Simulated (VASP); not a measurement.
AgCl (strained measured structure), PBE single-point calculation: Ansatz's output and VASP's

```
CELL_PARAMETERS angstrom
0.00000 2.85387 2.68717
2.85387 0.00000 2.68717
2.85387 2.85387 0.00000
ATOMIC_POSITIONS crystal
Ag 0.00000 0.00000 0.00000
Cl 0.50000 0.50000 0.50000
```

Ansatz printed

```
SCF 1 converged in 6 iterations: F = -8670.891886 eV  dr2 = 3.19e-9
  greatest PAW one-centre occupation: 1.000 electrons in one spin orbital (limit 2), on the Ag atom at site 0 (counted from 0), in its partial waves of l = 0
NSCF: frozen V_eff on 8 k-points
SCF converged after 6 iterations
Free energy (F): -8670.891886 eV
Harris-Foulkes:  -8670.891886 eV  (|F-HF|=1.63e-9)
Internal energy: -8670.891886 eV  (E = F + TS)
E sigma→0 (E₀):  -8670.891886 eV
Fermi energy:    8.243587 eV
--- Per-component energies (eV) ---
  E_band       = -367.434565
  E_kinetic    = 689.046011
  E_local      = -3254.589798  (includes V_loc(G=0)·N_el)
  E_nonlocal   = 112.619648
  E_hartree    = 1426.673652
  E_xc         = -289.901285
  E_vxc        = -354.052603  (∫ρ·V_xc dr)
  E_paw        = -4564.844109  (= ΣΔE_a)
  E_vpaw       = -413.801518  (= ΣTr[D̂ρ^β])
  E_aug_tail   = 0.000402  (compensation charges beyond the density's cutoff)
  E_ewald      = -2789.896407
  E_smearing   = -0.000000  (= −TS)
  E_closure    = 0.000000  (closes the sum)
  Σ components = -8670.891886   (vs F -8670.891886, Δ=0.00e0)
--- Forces (eV/Å), atoms counted from 1 ---
  atom   1  Ag    -0.00000000     0.00000000     0.00000000
  atom   2  Cl     0.00000000     0.00000000     0.00000000
  max |Σ_I F_I| component: 5.52e-30 eV/Å
--- Stress (GPa, compression-positive) ---
        0.309768       0.000000       0.000000
        0.000000       0.309768       0.000000
        0.000000       0.000000       1.485716
  P = ⅓ Tr σ = 0.7018 GPa (7.018 kbar)
--- Band table (eV; the first three rows and the last of 59) ---
  k-point 0: bands = ["-81.9625", "-45.5028", "-45.4962", "-45.4962", "-7.3225", "5.2722", "5.2722", "5.3004", "5.3418", "5.3645", "5.4077", "5.5175", "5.5175", "8.6172", "18.3539", "18.3539", "18.5196"]
  k-point 1: bands = ["-81.9625", "-45.5030", "-45.4964", "-45.4963", "-7.2658", "4.5360", "4.7152", "4.7539", "5.3416", "5.4025", "5.6001", "6.1637", "6.1878", "9.3141", "17.0778", "17.8484", "18.2926"]
  k-point 2: bands = ["-81.9624", "-45.5035", "-45.4969", "-45.4965", "-7.1234", "3.6014", "4.0824", "4.2176", "5.4772", "5.5040", "5.7460", "6.8293", "6.9815", "10.6172", "15.4110", "16.4787", "17.2057"]
  k-point 58: bands = ["-81.9623", "-45.5053", "-45.4974", "-45.4974", "-6.8612", "3.4869", "4.6900", "4.6900", "5.0587", "5.5895", "5.7656", "5.7656", "5.8594", "10.0830", "15.4485", "16.6240", "18.7717"]
```

Datasets and cutoffs are each program's own. VASP's cell holds 18 valence electrons and Ansatz's 26. Ansatz's stress includes a Pulay correction; VASP's doesn't.

Task: What does VASP give for the same cell and level of theory?

Result: gap between bands v and c 0.77 eV; least direct gap 2.94 eV; pressure 0.6 GPa.

From OUTCAR

```
k-points           NKPTS =     59   k-points in BZ     NKDIM =     59   number of bands    NBANDS=     16

   NELECT =      18.0000    total number of electrons

   dimension x,y,z NGX =    30 NGY =   30 NGZ =   30
   dimension x,y,z NGXF=    60 NGYF=   60 NGZF=   60

  energy-cutoff  :      520.00
  volume of cell :       43.77
      direct lattice vectors                 reciprocal lattice vectors
     0.000000000  2.853871885  2.687171419    -0.175200577  0.175200577  0.186069261
     2.853871885  0.000000000  2.687171419     0.175200577 -0.175200577  0.186069261
     2.853871885  2.853871885  0.000000000     0.175200577  0.175200577 -0.186069261

 k-points in reciprocal lattice and weights: KPOINTS created by Atomic Simulation Env
   0.00000000  0.00000000  0.00000000       0.002
   0.12500000  0.00000000  0.00000000       0.016
   0.25000000  0.00000000  0.00000000       0.016
   0.37500000  0.00000000  0.00000000       0.016
   0.50000000  0.00000000  0.00000000       0.008
   0.12500000  0.12500000  0.00000000       0.004
   0.25000000  0.12500000  0.00000000       0.016
   0.37500000  0.12500000  0.00000000       0.016
   ...

 E-fermi :   4.0681

 k-point     1 :       0.0000    0.0000    0.0000
  band No.  band energies     occupation
      1     -11.5010      2.00000
      2       1.0979      2.00000
      3       1.0979      2.00000
      4       1.1205      2.00000
      5       1.1681      2.00000
      6       1.1897      2.00000
      7       1.2327      2.00000
      8       1.3365      2.00000
      9       1.3365      2.00000
     10       4.4382      0.00000
     11      14.3298      0.00000
     12      14.3298      0.00000
     13      14.4958      0.00000
     14      15.9457      0.00000
     15      16.2200      0.00000
     16      16.2200      0.00000

 k-point     2 :       0.1250    0.0000    0.0000
  band No.  band energies     occupation
      1     -11.4446      2.00000
      2       0.3586      2.00000
      3       0.5372      2.00000
      4       0.5763      2.00000
      5       1.1673      2.00000
      6       1.2277      2.00000
      7       1.4240      2.00000
      8       1.9856      2.00000
      9       2.0108      2.00000
     10       5.1348      0.00000
     11      12.9721      0.00000
     12      13.7732      0.00000
     13      14.2447      0.00000
     14      15.3236      0.00000
     15      15.5047      0.00000
     16      16.4431      0.00000

 k-point     3 :       0.2500    0.0000    0.0000
  band No.  band energies     occupation
      1     -11.3031      2.00000
      2      -0.5771      2.00000
      3      -0.0946      2.00000
      4       0.0401      2.00000
      5       1.3030      2.00000
      6       1.3294      2.00000
      7       1.5706      2.00000
      8       2.6516      2.00000
      9       2.8049      2.00000
     10       6.4383      0.00000
     11      11.2671      0.00000
     12      12.3704      0.00000
     13      13.1153      0.00000
     14      15.5845      0.00000
     15      15.7951      0.00000
     16      16.2531      0.00000

 k-point     4 :       0.3750    0.0000    0.0000
  band No.  band energies     occupation
      1     -11.1530      2.00000
      2      -1.3180      2.00000
      3      -0.4677      2.00000
      4      -0.3049      2.00000
      5       1.4327      2.00000
      6       1.4459      2.00000
      7       1.7307      2.00000
      8       3.1398      2.00000
      9       3.4227      2.00000
     10       7.4851      0.00000
     11      10.1948      0.00000
     12      11.3123      0.00000
     13      11.9995      0.00000
     14      16.1952      0.00000
     15      16.6968      0.00000
     16      16.7721      0.00000

 k-point     5 :       0.5000    0.0000    0.0000
  band No.  band energies     occupation
      1     -11.0881      2.00000
      2      -1.5913      2.00000
      3      -0.5941      2.00000
      4      -0.4236      2.00000
      5       1.4759      2.00000
      6       1.5073      2.00000
      7       1.8070      2.00000
      8       3.3232      2.00000
      9       3.6654      2.00000
     10       7.8013      0.00000
     11       9.9430      0.00000
     12      10.9257      0.00000
     13      11.5470      0.00000
     14      16.9728      0.00000
     15      16.9878      0.00000
     16      17.4471      0.00000

 k-point     6 :       0.1250    0.1250    0.0000
  band No.  band energies     occupation
      1     -11.4146      2.00000
      2      -0.2366      2.00000
      3       0.7135      2.00000
      4       0.7135      2.00000
      5       1.1812      2.00000
      6       1.2223      2.00000
      7       1.7290      2.00000
      8       1.7290      2.00000
      9       2.0066      2.00000
     10       5.5786      0.00000
     11      13.2954      0.00000
     12      13.5648      0.00000
     13      13.5648      0.00000
     14      14.0439      0.00000
     15      16.9286      0.00000
     16      17.6442      0.00000

 ...

  Total        0.0529265      0.0529265      0.3583967      0.0000000     -0.0000000      0.0000000
  in kB        1.9372657      1.9372657     13.1183833      0.0000000     -0.0000000      0.0000000
  external PRESSURE =       5.6643049 kB  Pullay stress =       0.0000000 kB

 POSITION                                       TOTAL-FORCE (eV/Angst)
 -----------------------------------------------------------------------------------
      0.00000      0.00000      0.00000        -0.000000     -0.000000     -0.000000
      2.85387      2.85387      2.68717         0.000000      0.000000      0.000000
 -----------------------------------------------------------------------------------
    total drift:                               -0.000000      0.000000      0.000000

  FREE ENERGIE OF THE ION-ELECTRON SYSTEM (eV)
  ---------------------------------------------------
  free  energy   TOTEN  =        -5.3950035521 eV

  energy  without entropy=       -5.3950035521  energy(sigma->0) =       -5.39500355
```
